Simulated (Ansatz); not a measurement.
# Transmission past a defect: Pt wire along [111], 6 atoms a period, F placed on top of one Pt, part 4 of 4

What does the defect do to the conductance?

Ansatz 0.2.0; DFT PBE, plane waves, PAW; relaxation of a wire's period (the session's first sound run).

So far, conductance of the lead as this run defines it (G₀): step 3 (the wire at its relaxed period) 1.51.

## 5. The open system

This step: DFT PBE, plane waves, PAW; transmission of a junction in a wire (Ansatz 0.2.0).

The cell is now read as a scatterer between two semi-infinite leads, named by two sites one period apart. The scattering states in its self-consistent potential are matched to the leads' states at each energy. One point across is taken, as for a wire in vacuum.

input.yaml

```yaml
crystal:
  lattice:
    - [9.607, 0.0, 0.0]
    - [0.0, 10.041, 0.0]
    - [0.0, 0.0, 25.3532253553]
  atoms:
    - { symbol: Pt, position: [0.370412987, 0.500024471, 0.0], spin: 0.39 }
    - { symbol: Pt, position: [0.635697479, 0.500024471, 0.0], spin: 0.33 }
    - { symbol: Pt, position: [0.505217304, 0.427635041, 0.083378194], spin: 0.35 }
    - { symbol: Pt, position: [0.637863389, 0.648013095, 0.083251005], spin: 0.4 }
    - { symbol: Pt, position: [0.505217304, 0.572413901, 0.166621806], spin: 0.35 }
    - { symbol: Pt, position: [0.637863389, 0.352035847, 0.166748995], spin: 0.4 }
    - { symbol: Pt, position: [0.4059702104, 0.5779884021, 0.2593431294] }
    - { symbol: Pt, position: [0.662368934, 0.5039364612, 0.2461524232], spin: 0.08 }
    - { symbol: Pt, position: [0.5573891402, 0.5513233003, 0.3403119546], spin: 0.06 }
    - { symbol: Pt, position: [0.8216897339, 0.5808045258, 0.3173193928], spin: 0.08 }
    - { symbol: Pt, position: [0.5218852552, 0.6234573202, 0.4338057315] }
    - { symbol: Pt, position: [0.7587070735, 0.51527989, 0.4087613467] }
    - { symbol: Pt, position: [0.4697629183, 0.5529410713, 0.5262237001] }
    - { symbol: Pt, position: [0.7301995957, 0.5842732641, 0.5030436379] }
    - { symbol: Pt, position: [0.6666064129, 0.4632518002, 0.5857648355] }
    - { symbol: Pt, position: [0.3132570919, 0.5762225139, 0.6012332138] }
    - { symbol: Pt, position: [0.4983054224, 0.5014426402, 0.6610090706], spin: 0.06 }
    - { symbol: Pt, position: [0.7234869274, 0.3639187151, 0.6734676554], spin: 0.06 }
    - { symbol: Pt, position: [0.370412987, 0.500024471, 0.75], spin: 0.39 }
    - { symbol: Pt, position: [0.635697479, 0.500024471, 0.75], spin: 0.33 }
    - { symbol: Pt, position: [0.505217304, 0.427635041, 0.833378194], spin: 0.35 }
    - { symbol: Pt, position: [0.637863389, 0.648013095, 0.833251005], spin: 0.4 }
    - { symbol: Pt, position: [0.505217304, 0.572413901, 0.916621806], spin: 0.35 }
    - { symbol: Pt, position: [0.637863389, 0.352035847, 0.916748995], spin: 0.4 }
    - { symbol: F, position: [0.212024432, 0.6142390066, 0.2701891353] }
magnetization:
  spin_polarized: true
kpoints:
  mp_grid: { grid: [1, 1, 4] }
scf:
  occupations: { method: fermi_dirac, width: 0.05 }
hamiltonian:
  xc: pbe
output:
  transmission:
    e_range: [-1.26, 1.26]
    de: 0.035
    kmesh: [1, 1]
    reduced_basis: true
    leads: [[18, 0]]
  dos: { projected: true, e_range: [-4, 3] }
  write_potential: true
  write_density: true
  volumetric_format: npy
  elf: true
basis:
  ecutwfc: "350 eV"
```

Command:

```bash
ansatz run input.yaml --threads 8 --pin off --max-ram 16384MiB --backend cpu --events-out ev --progress --plain --runs-dir out
```

Numbers of over 12 decimals in the logs are rounded to 6 here.

Log:

```text
[...]
Crystal: 25 atoms, lattice volume = 2445.671 Å³
Basis set: ecut = 350 eV, 36359 PW (Γ)
Bands: 267, of which v1, the nominal top of the filled ones, is band 220 counted from 1 (219 counted from 0)
Symmetry: 1 space group operations
[...]
k-points: 3 of 4 (time reversal used)
[...]
Starting moments: Σ|m| = 4.78 μB on 17 of 25 sites
[...]
SCF iter   1: F=—  HF=-301323.687893 eV  |F-HF|=—  |Δ(HF+E_count)|=         —  Δρ=1.86e-2 (↑1.85e-2 ↓1.86e-2)  dr2=3.65e1  dr2_m=2.21e-1  M=2.043 μB ∫|m|=2.124 μB  β_m=0.30  ethr=3.10e-3  ⟨swp⟩=6.0  Hψ=5717  notcnv=0  defer=84
[...]
SCF iter  26: F=-301317.139401 eV  HF=-301317.139401 eV  |F-HF|=4.21e-8  |Δ(HF+E_count)|=   1.19e-8  Δρ=5.83e-7 (↑5.83e-7 ↓4.51e-7)  dr2=4.89e-8  dr2_m=4.11e-9  M=8.298 μB ∫|m|=8.706 μB  ethr=1.71e-11  ⟨swp⟩=18.5  Hψ=6767  notcnv=0
SCF 1 converged in 26 iterations: F = -301317.139401 eV  dr2 = 4.89e-8
[...]
transmission: 60 of 360 steps passed
transmission: 90 of 360 steps passed
[...]
transmission: 360 of 360 steps passed
[...]
SCF iter   4: F=—  HF=-301317.135817 eV  |F-HF|=—  |Δ(HF+E_count)|=   8.76e-3  Δρ=2.52e-4 (↑1.89e-4 ↓2.52e-4)  dr2=1.63e-2  dr2_m=2.33e-4  M=7.372 μB ∫|m|=8.053 μB  ethr=2.28e-7  ⟨swp⟩=1.0  Hψ=4572  notcnv=0
WARN: The output density's exchange-correlation potential varies sharply where the density is thin. Do not read a vacuum level from v_tot or v_xc, or from such a field of the output density. On a cell that repeats whose density bears no net charge and no dipole along the vacuum's axis use v_es (v_loc + v_h of the components); under efield.dipole_correction with no amplitude use v_es + v_field, which holds any externa [...]
SCF converged after 26 iterations
Magnetization: 8.2984 μB (223.6492 up, 215.3508 down)
Absolute magnetization: 8.7065 μB (∫|ρ↑−ρ↓|, with the PAW one-centre terms)
[...]
Per-site moments (μB) at R_I (Å): [(0.392959, 1.051293), (0.321184, 1.051293), (0.345965, 1.053329), (0.416227, 1.053329), (0.272670, 1.046679), (0.397545, 1.046358), (0.064841, 0.791286), (0.204860, 1.026619), (0.253147, 1.032041), (0.278416, 1.024938), (0.323754, 1.030604), (0.207600, 1.024938), (0.184907, 1.004664), (0.099010, 1.031114), (0.065951, 1.030226), (0.181390, 1.004664), (0.179676, 1.012181), (0.153782, 1.030226), (0.412551, 1.051293), (0.381880, 1.038971), (0.378053, 1.053329), (0.454268, 1.053329), (0.379681, 1.053329), (0.435527, 1.053329), (0.00542755, 0.791286)]
Free energy (F): -301317.139401 eV
[...]
Internal energy: -301316.799495 eV  (E = F + TS)
E sigma→0 (E₀):  -301316.969448 eV
Entropy (-TS):   -0.339906 eV (-13.596 meV/atom)
Fermi energy:    -1.130354 eV
[...]
--- Band table (eV; the first three rows and the last of 6) ---
  k-point 0 ↑: bands = [... 216 lower, -1.3584, -1.3296, -1.3123, -1.2450, -1.2378, -1.2223, -1.2042, -1.1417, ... 43 higher]
  k-point 1 ↑: bands = [... 216 lower, -1.3572, -1.3279, -1.3029, -1.2561, -1.2389, -1.2204, -1.1967, -1.1551, ... 43 higher]
  k-point 2 ↑: bands = [... 216 lower, -1.3604, -1.3272, -1.2843, -1.2761, -1.2329, -1.2252, -1.1871, -1.1682, ... 43 higher]
  k-point 2 ↓: bands = [... 216 lower, -1.0652, -1.0242, -0.9790, -0.9330, -0.8711, -0.7898, -0.7286, -0.7130, ... 43 higher]
--- Transmission ---
  basis      : 707 plane waves across, 30 finite elements along
  points     : 1, standing for a mesh of 1 x 1
  unconverged: the k-mesh may be too coarse, since an axis without vacuum has one point: set a kmesh with more there, and mesh_tolerance
[...]
crystal 0  : Pt6, at the sites [18, 0], period 6.3383 Å, over 12.68 Å; its Hamiltonian steps by up to 33647.9 meV: too much for a lead, lay more layers or, if its atoms are ordered, name the step of that order
[...]
filled         : 5.5 meV over the level at which it is neutral
    channels       : 1.000000e0 up, 1.000000e0 down
[...]
junction   : crystal 0 to crystal 0, 4.58 to 23.60 Å
    transmission   : 5.868030e-1 up, 4.368270e-2 down
    error estimate : 5.385141e-5 up, 8.799314e-6 down from the reduction of the transverse basis, at the most 3.848518e-3 at -0.840000 eV
    conductance    : 2.8292e13 S/m² at 300 K (2.9874e13 on every other energy)
    error estimate : 5.6 % from the energy spacing and 41.7 % from band edges of the leads and from resonances (wavevectors taken as independent; lower de), 0.5 % from the reduction of the transverse basis, 207969.2 % from the steps of its leads' Hamiltonians or their offsets (lay more layers), 2.1 % from the distance to neutral
    resistance     : 2.3796e-2 Ω µm² beyond half of each lead's own
```

Elapsed: 27 min, on 8 threads of Arm Neoverse V1, shared host; peak memory 11 GiB.

This step gave:

* energy at zero smearing: -301316.9694 eV
* total moment: 8.298 μB
* absolute moment: 8.706 μB
* transmission at the energy nearest the Fermi level, spin up: 0.5868
* transmission at the energy nearest the Fermi level, spin down: 0.04368
* step of the lead's Hamiltonian: 33648 meV
* conductance of the junction: 0.3522 G₀

Transmission against energy, zero at the Fermi level:

```tsv
energy (eV)	spin up	spin down
-1.26	0.360	0
-1.19	0.665	0.525
-1.12	0.666	0.00169
-1.05	0.923	0.920
-0.98	1.13	0.989
-0.91	1.11	0
-0.84	0.867	1.02
-0.77	0.915	0.947
-0.70	0.778	1.15
-0.63	1.33	0.820
-0.59	0.329	1.25
-0.53	0.503	0.971
-0.46	0.0280	0.601
-0.39	0.00826	1.16
-0.32	0.0973	0.368
-0.24	0.0825	0.00283
-0.17	0.00303	0.0368
-0.14	1.08	0.0960
-0.10	0.783	0.218
-0.04	0.369	0.0320
0.00	0.587	0.0437
0.04	0.751	0.749
0.10	0.330	0.00267
0.17	0.0470	0.0112
0.24	0.0103	0.0221
0.32	3.1e-4	9.5e-4
0.39	0.00217	0.326
0.46	0.243	0
0.53	0.916	0.320
0.59	0.987	0.00216
0.63	0.951	0.0873
0.70	0.940	0.412
0.77	1.00	0.654
0.84	1.11	0.831
0.91	1.20	0.980
0.94	1.21	1.06
0.98	1.17	1.13
1.05	0.949	1.24
1.12	0.629	1.22
1.19	0.633	1.05
1.26	0.710	0.858
```

The open channels of the lead by energy, zero at the Fermi level:

```tsv
energy (eV)	spin up	spin down
-1.190	2	2
-1.085	2	1
-1.015	3	2
-0.910	5	0
-0.805	5	3
-0.700	2	3
-0.595	2	5
-0.490	2	3
-0.385	1	4
-0.315	1	2
-0.210	1	0
-0.105	3	1
0.000	1	1
0.105	1	1
0.210	1	1
0.315	1	1
0.385	1	3
0.490	1	2
0.595	3	1
0.700	3	1
0.805	3	3
0.910	3	3
1.015	3	3
1.085	3	3
1.190	2	3
```

Projected DOS an atom over height of the atomic layer and energy from the Fermi level. Layers: Pt2 Pt2 Pt2 Pt2 F Pt Pt Pt Pt Pt Pt Pt2 Pt2 Pt2 Pt2 Pt2 (hydrogen named only where alone); broadened by a Gaussian of 0.15 eV, since few k-points sample the long cell.

Values in states/eV, 22 rows by 16 columns, each cell a mean:
```
0.24 0.29 0.48 0.54 0.20 0.70 0.57 0.43 0.23 0.31 0.42 0.38 0.37 0.32 0.39 0.34
0.52 0.55 0.75 0.75 0.25 0.71 0.56 0.40 0.25 0.36 0.34 0.34 0.33 0.47 0.66 0.62
0.75 0.80 0.72 0.64 0.16 0.54 0.58 0.50 0.55 0.61 0.55 0.52 0.46 0.62 0.79 0.77
1.14 1.17 0.88 0.51 0.11 0.61 0.79 0.83 1.04 0.95 0.97 0.98 0.94 1.02 1.11 1.18
1.34 1.30 1.29 0.70 0.11 1.05 1.06 1.11 1.20 0.99 1.06 1.06 1.09 1.26 1.27 1.24
1.41 1.37 1.53 1.12 0.16 1.61 1.42 1.40 1.74 1.23 1.54 1.33 1.27 1.47 1.43 1.37
2.14 2.23 2.13 1.81 0.34 2.03 1.81 1.73 2.09 1.91 2.10 2.23 2.07 2.41 2.26 2.26
3.15 3.42 2.95 2.46 0.47 2.46 2.48 2.39 2.28 2.58 2.77 3.27 2.82 3.16 3.23 3.24
3.93 3.87 3.89 2.85 0.31 2.81 3.04 2.93 3.07 2.56 2.74 3.06 3.04 3.48 3.64 3.86
3.24 3.14 3.23 2.99 0.27 3.60 2.93 3.38 3.32 2.53 1.90 2.77 2.53 2.90 3.08 3.11
2.17 2.19 1.94 2.07 0.24 3.36 2.35 2.70 2.41 2.27 1.77 2.73 2.16 2.29 2.30 2.22
1.77 1.69 1.60 1.42 0.22 2.45 1.91 2.14 2.14 2.34 2.07 2.06 1.86 1.91 1.84 1.83
1.78 1.75 1.89 1.57 0.28 2.16 1.90 2.11 2.16 2.73 1.80 2.08 1.91 1.67 1.74 1.72
1.88 1.93 1.82 2.03 0.38 2.32 1.73 2.30 1.77 2.60 1.51 2.31 2.31 1.74 1.80 2.01
1.60 1.56 1.41 1.84 0.39 2.07 1.35 1.83 1.37 1.93 1.48 2.13 1.96 1.87 1.63 1.81
1.37 1.19 1.47 1.77 0.51 2.38 1.35 1.46 2.14 2.21 1.92 2.47 1.77 1.78 1.57 1.22
1.02 1.09 1.20 1.55 0.73 1.55 1.32 1.14 2.27 1.76 1.82 2.08 1.58 1.18 1.11 0.90
1.31 1.39 1.23 1.16 0.69 0.98 1.27 1.00 1.43 1.40 1.71 1.79 1.61 1.18 1.26 1.39
1.57 1.62 1.81 1.37 0.61 1.42 1.62 1.32 1.39 1.62 1.38 1.62 1.97 1.42 1.70 1.67
1.42 1.57 1.97 1.71 0.99 1.76 1.94 1.46 1.63 1.68 1.48 1.28 1.77 1.40 1.35 1.34
1.47 1.54 1.62 1.44 1.50 1.36 1.54 1.32 1.39 1.50 1.67 1.13 1.31 1.48 1.33 1.41
1.53 1.37 1.46 1.15 1.72 1.30 1.09 1.52 1.17 1.12 1.45 1.01 1.09 1.71 1.60 1.54
```
Columns: height of the atomic layer (Å) from 0 to 23.2 (not evenly spaced); rows upwards: energy from the Fermi level (eV) from -3.98 to 1.47.

Site moment by element, in μB:

```tsv
element	atoms	mean	spread (r.m.s.)	least	largest
Pt	24	0.283	0.118	0.065	0.454
F	1	0.005	0.000	0.005	0.005
```

The atoms farthest from the mean of their element:

```tsv
atom	x, y, z (Å)	site moment (μB)
Pt7	3.90, 5.80, 6.58	0.065
Pt15	6.40, 4.65, 14.85	0.066
Pt14	7.02, 5.87, 12.75	0.099
Pt22	6.13, 6.51, 21.13	0.454
Pt24	6.13, 3.53, 23.24	0.436
Pt4	6.13, 6.51, 2.11	0.416
Pt19	3.56, 5.02, 19.01	0.413
Pt18	6.95, 3.65, 17.07	0.154
```

Spin density in the ca plane at fractional y = 0.614, with atoms of Pt and F within 0.2 Å of it.

Values in e/Å³, 13 rows by 16 columns, each cell a mean:
```
0.00 0.00 0.00 0.00 0.00 0.00 0.00 0.02 0.02 0.00 0.00 0.00 0.00 0.00 0.00 0.00
0.00 0.00 0.00 0.00 0.00 0.00 0.00 0.04 0.05 0.01 0.00 0.00 0.01 0.00 0.00 0.00
0.00 0.00 0.00 0.00 0.00 0.00 0.00 0.05 0.07 0.00 0.00 0.00 0.04 0.01 0.00 0.00
0.00 0.02 0.01 0.00 0.00 0.00 0.00 0.01 0.03 0.00 0.00 0.00 0.02 0.02 0.00 0.00
0.00 0.07 0.12 0.00 0.00 0.00 0.01 0.00 0.02 0.00 0.00 0.01 0.01 0.01 0.00 0.00
0.00 0.03 0.08 0.02 0.04 0.00 0.00 0.00 0.04 0.02 0.07 0.08 0.00 0.01 0.00 0.00
0.00 0.00 0.00 0.02 0.10 0.01 0.01 0.01 0.02 0.01 0.05 0.09 0.01 0.04 0.02 0.00
0.00 0.00 0.00 0.01 0.04 0.00 0.02 0.03 0.00 0.00 0.01 0.03 0.00 0.02 0.01 0.02
0.00 0.00 0.00 0.00 0.00 0.00 0.00 0.01 0.00 0.00 0.00 0.01 0.00 0.00 0.02 0.08
0.01 0.00 0.00 0.00 0.00 0.00 0.00 0.00 0.00 0.00 0.00 0.00 0.00 0.00 0.00 0.04
0.00 0.00 0.00 0.00 0.00 0.00 0.01 0.00 0.00 0.00 0.00 0.00 0.00 0.00 0.00 0.01
0.00 0.00 0.00 0.00 0.00 0.00 0.00 0.00 0.00 0.00 0.00 0.00 0.00 0.00 0.00 0.00
0.00 0.00 0.00 0.00 0.00 0.00 0.00 0.00 0.00 0.00 0.00 0.00 0.00 0.00 0.00 0.00
```
Columns run along c (16.0 Å, from fractional 0.00 to 0.63 of the cell), rows up along a (9.6 Å). Atoms in or near the plane, at fractional coordinates: Pt at (0.43, 0.52), F at (0.27, 0.21).

Valence density in the ca plane at fractional y = 0.614, with atoms of Pt and F within 0.2 Å of it. It is the smooth field of the valence electrons, not physical close to the nuclei.

Ten steps, logarithmic in the rise over the least value, from '0' (0 e/Å³) to '9' (11 e/Å³), each cell a mean:
```
00000000000000000000011100000000000000000000
00000000000000000001234321000000000000000000
00000000000000000012467642111110001110000000
00000000000000000013689863222221123332100000
00000110000000000123689863334332246764210000
11112332100000011223577643334433368986311000
22234665310000112322344432234433379986311110
33346887421111123332223332223332357875211110
33357998532222223332223444323344334543211111
32346887434554222222235775334677533333211111
22224554346886322222236776446899743344321111
11112232357997433443335665347999744577532111
11111111247886435776433443235888644688642212
22110001124664346898632221123455333577533333
32210000012332236898631100011222112344434665
32110000000111124776421000000000001122246897
22100000000000012454310000000000000001247998
11000000000000002577520000000000000000135787
00000000000000002699731000000000000000013454
00000000000000002588630000000000000000001121
00000000000000001344310000000000000000000000
00000000000000000011100000000000000000000000
00000000000000000000000000000000000000000000
00000000000000000000000000000000000000000000
```
Columns run along c (16.0 Å, from fractional 0.00 to 0.63 of the cell), rows up along a (9.6 Å). Atoms in or near the plane, at fractional coordinates: Pt at (0.43, 0.52), F at (0.27, 0.21).

ELF in the ca plane at fractional y = 0.614, with atoms of Pt and F within 0.2 Å of it. It is the smooth field of the valence electrons, not physical close to the nuclei.

Values, 13 rows by 16 columns, each cell a mean:
```
0.00 0.01 0.02 0.01 0.00 0.01 0.03 0.14 0.17 0.12 0.15 0.08 0.05 0.04 0.02 0.00
0.04 0.08 0.12 0.04 0.01 0.06 0.10 0.38 0.49 0.24 0.32 0.23 0.17 0.16 0.09 0.05
0.17 0.21 0.31 0.14 0.02 0.20 0.25 0.45 0.58 0.30 0.39 0.31 0.43 0.38 0.18 0.16
0.33 0.33 0.47 0.24 0.08 0.29 0.33 0.32 0.33 0.25 0.34 0.27 0.58 0.48 0.25 0.26
0.33 0.46 0.62 0.29 0.26 0.28 0.30 0.23 0.33 0.27 0.27 0.29 0.37 0.32 0.22 0.22
0.23 0.35 0.44 0.35 0.50 0.26 0.27 0.26 0.54 0.39 0.46 0.54 0.27 0.32 0.23 0.14
0.17 0.16 0.24 0.39 0.61 0.32 0.39 0.34 0.38 0.36 0.50 0.58 0.35 0.55 0.29 0.18
0.33 0.13 0.10 0.23 0.40 0.33 0.62 0.42 0.25 0.27 0.28 0.34 0.32 0.44 0.33 0.36
0.38 0.18 0.03 0.12 0.23 0.19 0.38 0.23 0.08 0.09 0.11 0.16 0.17 0.25 0.41 0.61
0.24 0.12 0.01 0.03 0.05 0.10 0.57 0.60 0.09 0.01 0.03 0.04 0.06 0.14 0.28 0.53
0.09 0.04 0.00 0.00 0.00 0.17 0.73 0.71 0.14 0.00 0.00 0.00 0.01 0.03 0.11 0.26
0.02 0.01 0.00 0.00 0.00 0.07 0.38 0.32 0.03 0.00 0.00 0.00 0.00 0.00 0.05 0.11
0.00 0.00 0.00 0.00 0.00 0.00 0.01 0.02 0.03 0.03 0.03 0.01 0.00 0.00 0.00 0.01
```
Columns run along c (16.0 Å, from fractional 0.00 to 0.63 of the cell), rows up along a (9.6 Å). Atoms in or near the plane, at fractional coordinates: Pt at (0.43, 0.52), F at (0.27, 0.21).

By hand: the program gives 2.8292 × 10^13 S/m² over the cell's cross-section of 96.46 Å² = 9.646 × 10^-19 m², so one cell conducts 2.729 × 10^-5 S. Divided by G0 = 2e²/h = 7.748 × 10^-5 S this is 0.352 G0, a resistance of 36.6 kΩ.

The conductance is 0.352 G₀, with 1 spin-up and 1 spin-down channels open in the lead. The lead that this run cuts from its own cell is not the perfect wire: it conducts 1.46 G₀ against 1.51 G₀ and steps by 33648 meV, through another magnetic order, a shifted level or moved atoms, so the run fails as a measure of the defect. The lead's Hamiltonian steps by 33647.9 meV, which the program calls too much for a lead. The largest term of the program's error estimate is over 1000 %.

## 6. Summary of results

```yaml
conductance_of_the_perfect_wire: 1.51 G₀
conductance_f_placed_on_top_of_one_pt: 0.352 G₀ (on a lead unlike the perfect wire, no measure of the defect) (one error term of 207969 %, so a rough value at best)
```

The lead that this run cuts from its own cell is not the perfect wire: it conducts 1.46 G₀ against 1.51 G₀ and steps by 33648 meV, through another magnetic order, a shifted level or moved atoms, so the run fails as a measure of the defect. A plain interpolation of the computed T(E) gives 0.398 G₀ for that run; the program's 0.352 G₀ comes from its own average, which also places band edges between the computed energies. Transport is coherent and elastic here: the atoms are frozen, so scattering by vibrations plays no part. In the perfect wire the moments were started parallel, and no opposed start was run. With F placed on top of one Pt several atoms of the wire itself moved far in the relaxation, so the changed stretch between the held leads may scatter as well as the defect. Adsorbates are named by the site where they were placed; the distances after each relaxation show where they ended. The free region is short: held atoms still bear up to 0.5 eV/Å after a relaxation. Spin-orbit coupling is left out, which matters for the bands of heavy atoms. No search over magnetic orders was made; another may lie lower. In 1 run the program finds the step of the lead's Hamiltonian too large, so longer leads may change the transmission. The box is narrow for bonds this long, so the chain feels its sideways images. One term of the program's error estimate for a conductance, of a junction or of the perfect wire, exceeds 1000 % in this session. A cutoff under the files' recommended one was taken to save time; its effect on T(E) was not tested here. The program marked the mesh across the current as unconverged: one point across may be too few, as where atoms come near their images or a face has no vacuum.

[Logs are printed without paths, hosts, clocks, repeated set-up lines and the standing remarks that a program may print on its own settings, such as how far it seeks lower states.]

[Hosts, paths, dates, database ids (printed as entryN), source tags and the programs' standing remarks are cut or masked in the printed files.]
